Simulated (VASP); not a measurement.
# Settings for CH₂O: relaxation of the atoms

CH₂O, molecule in box, 4 atoms in the cell. PBE, relaxation of the atoms; PAW potentials C, O, H (PBE set). VASP 6.6.1.

Wanted: energy within 1 meV/atom; two shortest distances of each atom within 0.01 Å.

POSCAR:
```
H2CO
1.0
   11.0000000000      0.0000000000      0.0000000000
    0.0000000000     11.0000000000      0.0000000000
    0.0000000000      0.0000000000     11.0000000000
C O H
1 1 2
Direct
    0.4983030000      0.5278500000      0.5017230000
    0.5510820000      0.5780690000      0.5755990000
    0.4434720000      0.5774170000      0.4303750000
    0.4851150000      0.4228820000      0.5027040000
```

The series start from Force threshold EDIFFG (eV/Å): -0.02; Electronic threshold EDIFF (eV): 1e-6; Relaxation method: conjugate gradient, POTIM 0.5; Mixing and least electronic steps: default. Each series keeps the choices made before it, and each single choice may use up half of a tolerance.

## Force threshold EDIFFG (eV/Å)

| Force threshold EDIFFG (eV/Å) | Energy less reference (meV/atom) | Two shortest distances of each atom, largest deviation (Å) | Time (s) |
|---|---|---|---|
| -0.1 | 0.2 | 0.006 | 44 |
| -0.05 | 0.1 | 0.001 | 45 |
| -0.03 | 0.1 | 0.001 | 42 |
| -0.02 | 0.1 | 0.001 | 58 |
| -0.01 | 0.1 | 0.001 | 43 |
| -0.005 | 0.0 | 0.000 | 84 |
| -0.002 (reference) | 0.0 | 0.000 | 114 |

## Electronic threshold EDIFF (eV)

| Electronic threshold EDIFF (eV) | Energy less reference (meV/atom) | Two shortest distances of each atom, largest deviation (Å) | Time (s) |
|---|---|---|---|
| 0.001 | 0.0 | 0.000 | 21 |
| 0.0001 | 0.0 | 0.000 | 22 |
| 1e-5 | 0.0 | 0.000 | 34 |
| 1e-6 | 0.0 | 0.000 | 45 |
| 1e-7 (reference) | 0.0 | 0.000 | 48 |

## Relaxation method

| Relaxation method | Energy less reference (meV/atom) | Two shortest distances of each atom, largest deviation (Å) | Time (s) |
|---|---|---|---|
| conjugate gradient, POTIM 0.5 | 0.0 | 0.000 | 21 |
| conjugate gradient, POTIM 0.2 | 0.0 | 0.001 | 12 |
| conjugate gradient, POTIM 1.0 | 0.0 | 0.001 | 26 |
| quasi-Newton, POTIM 0.5 | 0.0 | 0.002 | 17 |
| quasi-Newton, POTIM 0.3, 10 steps kept | 0.1 | 0.002 | 10 |
| quasi-Newton, POTIM 0.5, at least 5 electronic steps | 0.0 | 0.002 | 18 |
| damped dynamics, POTIM 0.2, SMASS 0.4 | no result | no result | 1907 |
| damped dynamics, POTIM 0.4, SMASS 0.8 | crashed | crashed | 15 |
| velocity quench, POTIM 0.1 | 0.0 | 0.003 | 29 |

VASP's message at the runs that stop: internal error in: us.F  at line: 1398 internal ERROR SETYLM_AUG: 87 -88 2751 95 86 102 -89 If you are not a developer, you should not encounter this problem. Please submit a bug report.

## Mixing and least electronic steps

| Mixing and least electronic steps | Energy less reference (meV/atom) | Two shortest distances of each atom, largest deviation (Å) | SCF iterations | Time (s) |
|---|---|---|---|---|
| default | 0.0 | 0.000 | 49 | 10 |
| MAXMIX 40 | 0.0 | 0.001 | 46 | 11 |
| NELMIN 4 | 0.0 | 0.000 | 54 | 14 |
| NELMIN 4, MAXMIX 40 | -0.1 | 0.002 | 56 | 15 |
| ALGO Fast | 0.0 | 0.003 | 52 | 14 |

## Question

The rows run from the loosest to the tightest (no order: relaxation method, mixing and least electronic steps). For each series: choose the loosest value from which every tighter one stays within half of the tolerance; where there is no order, keep the first row unless others stay within half of the tolerance and take at least 30 % less time, and then take the fastest.

## Answer

- Force threshold EDIFFG (eV/Å): -0.05
- Electronic threshold EDIFF (eV): 0.001
- Relaxation method: quasi-Newton, POTIM 0.3, 10 steps kept
- Mixing and least electronic steps: default

## All choices together

| Input | Energy less reference (meV/atom) | Two shortest distances of each atom, largest deviation (Å) | Time (s) |
|---|---|---|---|
| program defaults (naive) | 0.3 | 0.007 | 18 |
| chosen settings | 0.2 | 0.003 | 10 |
| reference settings throughout | 0.0 | 0.000 | 125 |

The tolerance is met.

Values of the reference run: Two shortest distances of each atom: 1.118, 1.118, 1.118, 1.118, 1.215, 1.897, 1.897, 2.04 A.

## The input

INCAR:
```
SYSTEM = H2CO
PREC = Normal ; ENCUT = 400
EDIFF = 0.001 ; ISMEAR = 0
SIGMA = 0.01 ; ISYM = 0
LREAL = .FALSE. ; LASPH = .TRUE.
NELM = 100 ; ALGO = Normal
LWAVE = .FALSE. ; LCHARG = .FALSE.
IBRION = 1 ; NSW = 150
ISIF = 2 ; EDIFFG = -0.05
POTIM = 0.3 ; KPAR = 1
NFREE = 10
```

KPOINTS:
```
k-points
0
Gamma
  1 1 1
```

Commands:
```
cat potpaw_PBE.64/C/POTCAR potpaw_PBE.64/O/POTCAR potpaw_PBE.64/H/POTCAR > POTCAR
mpirun -np 4 vasp_gam > vasp.out
```

The naive input happens to agree within the tolerance here, in 18 s.

The chosen input took VASP 6.6.1 10 s on 4 cores (Intel Xeon 6975P-C (Granite Rapids)), a shared host.

## An input that fails: no relaxation method typed, so the run becomes molecular dynamics without a time step

VASP's message: Fatal error! IBRION=0, but no entry for POTIM on file INCAR. MUST be specified!.

Changes against the starting input:
```
- IBRION = 2
- POTIM = 0.5
```
